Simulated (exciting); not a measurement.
# Si (Fd-3m) in exciting: notebook

Aim: see how the results for Si move with the level of theory and the settings. Levels: PBEsol, HSE06. Tasks: single point.

Everything below comes from runs of exciting (release sodium). Logs are shortened: lines on timing, memory, paths and dates and some standing lists are left out, and cuts for length are marked.

### Step 1. The crystal as given

Symmetry: Fd-3m, No. 227, cubic system. The conventional cell has a = 5.444 Å, b = 5.444 Å, c = 5.444 Å, α = 90.00°, β = 90.00°, γ = 90.00°. Si (site symmetry -43m) is surrounded by 4 Si at 2.36 Å.

### Step 2. Single point, PBEsol

input.xml reads:

```xml
<input>
  <title>Si</title>
  <structure speciespath="./" tshift="false">
    <crystal scale="1">
      <basevect>0.000000000000 5.143553294473 5.143553294473</basevect>
      <basevect>5.143553294473 0.000000000000 5.143553294473</basevect>
      <basevect>5.143553294473 5.143553294473 0.000000000000</basevect>
    </crystal>
    <species speciesfile="Si.xml" rmt="2">
      <atom coord="0.500000000000 0.500000000000 0.500000000000"/>
      <atom coord="0.750000000000 0.750000000000 0.750000000000"/>
    </species>
  </structure>
  <groundstate do="fromscratch" ngridk="5 5 5" rgkmax="6.5" gmaxvr="14" lmaxapw="10" lmaxmat="10" lmaxvr="8" xctype="GGA_PBE_SOL" stype="Gaussian" swidth="0.00036749" nempty="10" ValenceRelativity="iora*" epsengy="1e-05" epspot="1e-05" maxscl="60" tforce="true" outputlevel="low"/>
</input>
```

Potentials or basis: all-electron LAPW+lo, shipped species files, valence relativity iora*.

On the command line:

```bash
OMP_NUM_THREADS=1 exciting_smp
```

INFO.OUT:

```text
================================================================================
EXCITING SODIUM started
All units are atomic (Hartree, Bohr, etc.)
================================================================================

********************************************************************************
* Ground-state run starting from atomic densities                              *
********************************************************************************

++++++++++++++++++++++++++++++++++++++++++++++++++++++++++++++++++++++++++++++++
+ Starting initialization                                                      +
++++++++++++++++++++++++++++++++++++++++++++++++++++++++++++++++++++++++++++++++

 Lattice vectors (cartesian) :
      0.0000000000      5.1435532945      5.1435532945
      5.1435532945      0.0000000000      5.1435532945
      5.1435532945      5.1435532945      0.0000000000

 Reciprocal lattice vectors (cartesian) :
     -0.6107825610      0.6107825610      0.6107825610
      0.6107825610     -0.6107825610      0.6107825610
      0.6107825610      0.6107825610     -0.6107825610

 Unit cell volume                           :     272.1571371845
 Brillouin zone volume                      :       0.9114227759

 Species :    1 (Si)
     parameters loaded from                 :    Si.xml
     name                                   :    silicon

     atomic positions (lattice) :
       1 :   0.50000000  0.50000000  0.50000000
       2 :   0.75000000  0.75000000  0.75000000

 Total number of atoms per unit cell        :       2

 Spin treatment                             :    spin-unpolarised

 Number of Bravais lattice symmetries       :      48
 Number of crystal symmetries               :      48

 k-point grid                               :       5    5    5
 Total number of k-points                   :      10
 k-point set is reduced with crystal symmetries

 R^MT_min * |G+k|_max (rgkmax)              :       6.50000000

 G-vector grid sizes                        :      36    36    36
 Total number of G-vectors                  :   12627

 Total nuclear charge                       :     -28.00000000
 Total electronic charge                    :      28.00000000

 Number of empty states                     :      10
 Total number of valence states             :      15

 Exchange-correlation type                  :      22
     PBEsol, Phys. Rev. Lett. 100, 136406 (2008)
     Generalised gradient approximation (GGA)

 Smearing scheme                            :    Gaussian
 Smearing width                             :       0.00036749

++++++++++++++++++++++++++++++++++++++++++++++++++++++++++++++++++++++++++++++++
+ Ending initialization                                                        +
++++++++++++++++++++++++++++++++++++++++++++++++++++++++++++++++++++++++++++++++

********************************************************************************
* Groundstate module started                                                   *
********************************************************************************
 Output level for this task is set to low

++++++++++++++++++++++++++++++++++++++++++++++++++++++++++++++++++++++++++++++++
+ Self-consistent loop started                                                 +
++++++++++++++++++++++++++++++++++++++++++++++++++++++++++++++++++++++++++++++++
 Density and potential initialised from atomic data

++++++++++++++++++++++++++++++++++++++++++++++++++++++++++++++++++++++++++++++++
+ SCF iteration number :    1                                                  +
++++++++++++++++++++++++++++++++++++++++++++++++++++++++++++++++++++++++++++++++
 Total energy                               :      -579.94160973
 _______________________________________________________________
 Fermi energy                               :         0.19237133
 DOS at Fermi energy (states/Ha/cell)       :         0.00000000
 Electron charge: Core leakage              :         0.00754206

 Estimated fundamental gap                  :         0.03093988
        valence-band maximum at    1      0.0000  0.0000  0.0000
     conduction-band minimum at    8      0.4000  0.4000  0.0000

++++++++++++++++++++++++++++++++++++++++++++++++++++++++++++++++++++++++++++++++
+ SCF iteration number :    2                                                  +
++++++++++++++++++++++++++++++++++++++++++++++++++++++++++++++++++++++++++++++++
 Total energy                               :      -579.55998220
 _______________________________________________________________
 Fermi energy                               :         0.19632830
 DOS at Fermi energy (states/Ha/cell)       :         0.00000000
 Electron charge: Core leakage              :         0.00755692

 Estimated fundamental gap                  :         0.02667383
        valence-band maximum at    1      0.0000  0.0000  0.0000
     conduction-band minimum at    8      0.4000  0.4000  0.0000

 RMS change in effective potential (target) :  0.913517E-01  ( 0.100000E-04)
 Absolute change in total energy   (target) :  0.381628      ( 0.100000E-04)
 Charge distance                   (target) :  0.260848E-02  ( 0.100000E-04)
 Abs. change in max-nonIBS-force   (target) :   0.00000      ( 0.500000E-04)

++++++++++++++++++++++++++++++++++++++++++++++++++++++++++++++++++++++++++++++++
+ SCF iteration number :    3                                                  +
++++++++++++++++++++++++++++++++++++++++++++++++++++++++++++++++++++++++++++++++
 Total energy                               :      -579.30558260
 _______________________________________________________________
 Fermi energy                               :         0.19919748
 DOS at Fermi energy (states/Ha/cell)       :         0.00000000
 Electron charge: Core leakage              :         0.00755957

 Estimated fundamental gap                  :         0.02349740
        valence-band maximum at    1      0.0000  0.0000  0.0000
     conduction-band minimum at    8      0.4000  0.4000  0.0000

 RMS change in effective potential (target) :  0.670188E-01  ( 0.100000E-04)
 Absolute change in total energy   (target) :  0.254400      ( 0.100000E-04)
 Charge distance                   (target) :  0.193819E-02  ( 0.100000E-04)
 Abs. change in max-nonIBS-force   (target) :   0.00000      ( 0.500000E-04)
[... 109 lines left out ...]
++++++++++++++++++++++++++++++++++++++++++++++++++++++++++++++++++++++++++++++++
+ SCF iteration number :   10                                                  +
++++++++++++++++++++++++++++++++++++++++++++++++++++++++++++++++++++++++++++++++
 Total energy                               :      -579.01767221
 _______________________________________________________________
 Fermi energy                               :         0.20398107
 DOS at Fermi energy (states/Ha/cell)       :         0.00000000
 Electron charge: Core leakage              :         0.00751204

 Estimated fundamental gap                  :         0.01767102
        valence-band maximum at    1      0.0000  0.0000  0.0000
     conduction-band minimum at    8      0.4000  0.4000  0.0000

 RMS change in effective potential (target) :  0.466160E-09  ( 0.100000E-04)
 Absolute change in total energy   (target) :  0.797057E-06  ( 0.100000E-04)
 Charge distance                   (target) :  0.455430E-08  ( 0.100000E-04)
 Abs. change in max-nonIBS-force   (target) :   0.00000      ( 0.500000E-04)

++++++++++++++++++++++++++++++++++++++++++++++++++++++++++++++++++++++++++++++++
+ SCF iteration number :   11                                                  +
++++++++++++++++++++++++++++++++++++++++++++++++++++++++++++++++++++++++++++++++
 Total energy                               :      -579.01767220
 _______________________________________________________________
 Fermi energy                               :         0.20398107
 DOS at Fermi energy (states/Ha/cell)       :         0.00000000
 Electron charge: Core leakage              :         0.00751204

 Estimated fundamental gap                  :         0.01767102
        valence-band maximum at    1      0.0000  0.0000  0.0000
     conduction-band minimum at    8      0.4000  0.4000  0.0000

 RMS change in effective potential (target) :  0.337572E-09  ( 0.100000E-04)
 Absolute change in total energy   (target) :  0.749867E-08  ( 0.100000E-04)
 Charge distance                   (target) :  0.371906E-10  ( 0.100000E-04)
 Abs. change in max-nonIBS-force   (target) :   0.00000      ( 0.500000E-04)

++++++++++++++++++++++++++++++++++++++++++++++++++++++++++++++++++++++++++++++++
| Convergency criteria checked for the last 2 iterations                       +
| Convergence targets achieved. Performing final SCF iteration                 +
++++++++++++++++++++++++++++++++++++++++++++++++++++++++++++++++++++++++++++++++
 Total energy                               :      -579.01767220
 _______________________________________________________________
 Fermi energy                               :         0.20398107
 DOS at Fermi energy (states/Ha/cell)       :         0.00000000
 Electron charge: Core leakage              :         0.00751204

 Estimated fundamental gap                  :         0.01767102
        valence-band maximum at    1      0.0000  0.0000  0.0000
     conduction-band minimum at    8      0.4000  0.4000  0.0000

++++++++++++++++++++++++++++++++++++++++++++++++++++++++++++++++++++++++++++++++
+ Self-consistent loop stopped                                                 +
++++++++++++++++++++++++++++++++++++++++++++++++++++++++++++++++++++++++++++++++
 STATE.OUT is written

--------------------------------------------------------------------------------
- Writing atomic positions and forces                                          -
--------------------------------------------------------------------------------

 Atomic positions (lattice) :
 atom     1  Si  :     0.50000000    0.50000000    0.50000000
 atom     2  Si  :     0.75000000    0.75000000    0.75000000

 Total atomic forces including IBS (cartesian) :
 atom     1  Si  :    -0.00000000   -0.00000000    0.00000000
 atom     2  Si  :     0.00000000    0.00000000    0.00000000

 Atomic force components including IBS (cartesian) :
 atom     1  Si  :     0.00000000   -0.00000000    0.00000000   HF force
                 :     0.00000000    0.00000000    0.00000000   core correction
                 :    -0.00000000    0.00000000    0.00000000   IBS correction
 atom     2  Si  :    -0.00000000    0.00000000   -0.00000000   HF force
                 :    -0.00000000   -0.00000000   -0.00000000   core correction
                 :     0.00000000   -0.00000000   -0.00000000   IBS correction

********************************************************************************
* Groundstate module stopped                                                   *
********************************************************************************

================================================================================
| EXCITING SODIUM stopped                                                      =
================================================================================
```

It took 12 s on 1 thread of AMD EPYC 7R13 (Zen 3), shared host; peak memory 0.14 GiB.

What came out:

| Item | Value |
| --- | --- |
| Free energy | -15755.8735 eV |
| Band gap on the k mesh | 0.48 eV, indirect (least direct gap 2.51 eV) |

Caveat: an odd mesh through Γ misses points on the zone boundary, where band edges often lie. As with any semilocal functional, this PBEsol gap is likely too small.

### Step 3. Single point, PBEsol

input.xml reads:

```xml
<input>
  <title>Si</title>
  <structure speciespath="./" tshift="false">
    <crystal scale="1">
      <basevect>0.000000000000 5.143553294473 5.143553294473</basevect>
      <basevect>5.143553294473 0.000000000000 5.143553294473</basevect>
      <basevect>5.143553294473 5.143553294473 0.000000000000</basevect>
    </crystal>
    <species speciesfile="Si.xml" rmt="2">
      <atom coord="0.500000000000 0.500000000000 0.500000000000"/>
      <atom coord="0.750000000000 0.750000000000 0.750000000000"/>
    </species>
  </structure>
  <groundstate do="fromscratch" ngridk="5 5 5" rgkmax="6.5" gmaxvr="14" lmaxapw="10" lmaxmat="10" lmaxvr="8" xctype="GGA_PBE_SOL" stype="Gaussian" swidth="0.00183747" nempty="10" ValenceRelativity="iora*" epsengy="1e-05" epspot="1e-05" maxscl="60" tforce="true" outputlevel="high"/>
  <properties>
    <chargedensityplot>
      <plot3d>
        <box grid="20 20 20">
          <origin coord="0 0 0"/>
          <point coord="1 0 0"/>
          <point coord="0 1 0"/>
          <point coord="0 0 1"/>
        </box>
      </plot3d>
    </chargedensityplot>
    <elfplot>
      <plot3d>
        <box grid="20 20 20">
          <origin coord="0 0 0"/>
          <point coord="1 0 0"/>
          <point coord="0 1 0"/>
          <point coord="0 0 1"/>
        </box>
      </plot3d>
    </elfplot>
    <exccplot>
      <plot3d>
        <box grid="20 20 20">
          <origin coord="0 0 0"/>
          <point coord="1 0 0"/>
          <point coord="0 1 0"/>
          <point coord="0 0 1"/>
        </box>
      </plot3d>
    </exccplot>
  </properties>
</input>
```

Potentials or basis: all-electron LAPW+lo, shipped species files, valence relativity iora*.

On the command line:

```bash
OMP_NUM_THREADS=1 exciting_smp
```

INFO.OUT:

```text
================================================================================
EXCITING SODIUM started
[... 10 lines left out ...]

 Lattice vectors (cartesian) :
      0.0000000000      5.1435532945      5.1435532945
      5.1435532945      0.0000000000      5.1435532945
      5.1435532945      5.1435532945      0.0000000000

 Reciprocal lattice vectors (cartesian) :
     -0.6107825610      0.6107825610      0.6107825610
      0.6107825610     -0.6107825610      0.6107825610
      0.6107825610      0.6107825610     -0.6107825610

 Unit cell volume                           :     272.1571371845
 Brillouin zone volume                      :       0.9114227759

 Species :    1 (Si)
     parameters loaded from                 :    Si.xml
     name                                   :    silicon
     nuclear charge                         :     -14.00000000
     electronic charge                      :      14.00000000
     atomic mass                            :   51196.73454000
     muffin-tin radius                      :       2.00000000
     # of radial points in muffin-tin       :     300

     atomic positions (lattice) :
       1 :   0.50000000  0.50000000  0.50000000
       2 :   0.75000000  0.75000000  0.75000000

 Total number of atoms per unit cell        :       2

 Spin treatment                             :    spin-unpolarised

 Number of Bravais lattice symmetries       :      48
 Number of crystal symmetries               :      48

 k-point grid                               :       5    5    5
 Total number of k-points                   :      10
 k-point set is reduced with crystal symmetries

 R^MT_min * |G+k|_max (rgkmax)              :       6.50000000
[... 62 lines left out ...]
 Effective potential energy                 :      -896.69852429
 Coulomb potential energy                   :      -843.60739837
 xc potential energy                        :       -53.09112592
 Hartree energy                             :       186.55250100
 Electron-nuclear energy                    :     -1216.71240038
[... 436 lines left out ...]
 RMS change in effective potential (target) :  0.202520E-09  ( 0.100000E-04)
 Absolute change in total energy   (target) :  0.873365E-08  ( 0.100000E-04)
 Charge distance                   (target) :  0.417901E-10  ( 0.100000E-04)
 Abs. change in max-nonIBS-force   (target) :   0.00000      ( 0.500000E-04)

++++++++++++++++++++++++++++++++++++++++++++++++++++++++++++++++++++++++++++++++
| Convergency criteria checked for the last 2 iterations                       +
| Convergence targets achieved. Performing final SCF iteration                 +
++++++++++++++++++++++++++++++++++++++++++++++++++++++++++++++++++++++++++++++++
 Total energy                               :      -579.01767220
 _______________________________________________________________
 Fermi energy                               :         0.20398107
 Kinetic energy                             :       580.46126050
 Coulomb energy                             :     -1118.82054269
 Exchange energy                            :       -39.39726355
 Correlation energy                         :        -1.26112645
 Sum of eigenvalues                         :      -316.30161004
 Effective potential energy                 :      -896.76287053
 Coulomb potential energy                   :      -843.71845050
 xc potential energy                        :       -53.04442003
 Hartree energy                             :       186.10806063
 Electron-nuclear energy                    :     -1215.93457177
 Nuclear-nuclear energy                     :       -88.99403156
 Madelung energy                            :      -696.96131744
 Core-electron kinetic energy               :         0.00000000
[... 14 lines left out ...]
 Estimated fundamental gap                  :         0.01767102
        valence-band maximum at    1      0.0000  0.0000  0.0000
     conduction-band minimum at    8      0.4000  0.4000  0.0000

++++++++++++++++++++++++++++++++++++++++++++++++++++++++++++++++++++++++++++++++
+ Self-consistent loop stopped                                                 +
++++++++++++++++++++++++++++++++++++++++++++++++++++++++++++++++++++++++++++++++
 STATE.OUT is written

--------------------------------------------------------------------------------
- Writing atomic positions and forces                                          -
--------------------------------------------------------------------------------

 Atomic positions (lattice) :
 atom     1  Si  :     0.50000000    0.50000000    0.50000000
 atom     2  Si  :     0.75000000    0.75000000    0.75000000

 Total atomic forces including IBS (cartesian) :
 atom     1  Si  :     0.00000000   -0.00000000    0.00000000
 atom     2  Si  :    -0.00000000    0.00000000   -0.00000000

 Atomic force components including IBS (cartesian) :
 atom     1  Si  :    -0.00000000    0.00000000    0.00000000   HF force
                 :     0.00000000   -0.00000000    0.00000000   core correction
                 :    -0.00000000   -0.00000000   -0.00000000   IBS correction
 atom     2  Si  :     0.00000000   -0.00000000   -0.00000000   HF force
                 :    -0.00000000    0.00000000   -0.00000000   core correction
                 :     0.00000000    0.00000000    0.00000000   IBS correction

********************************************************************************
* Groundstate module stopped                                                   *
********************************************************************************

================================================================================
| EXCITING SODIUM stopped                                                      =
================================================================================
```

Wall time 20 s (1 thread of AMD EPYC 7R43 (Zen 3), shared host); peak memory 0.14 GiB.

Results:

```yaml
Free_energy: -15755.8735 eV
Band_gap_on_the_k_mesh: 0.48 eV, indirect (least direct gap 2.51 eV)
All_electrons_inside_the_program's_atomic_spheres: Si 11.77 (radii Si 2.0 bohr)
```

Caveat: an odd mesh through Γ misses points on the zone boundary, where band edges often lie. A hybrid or GW would open this gap; PBEsol tends to underestimate it.

(Part 1 of 2 ends here.)
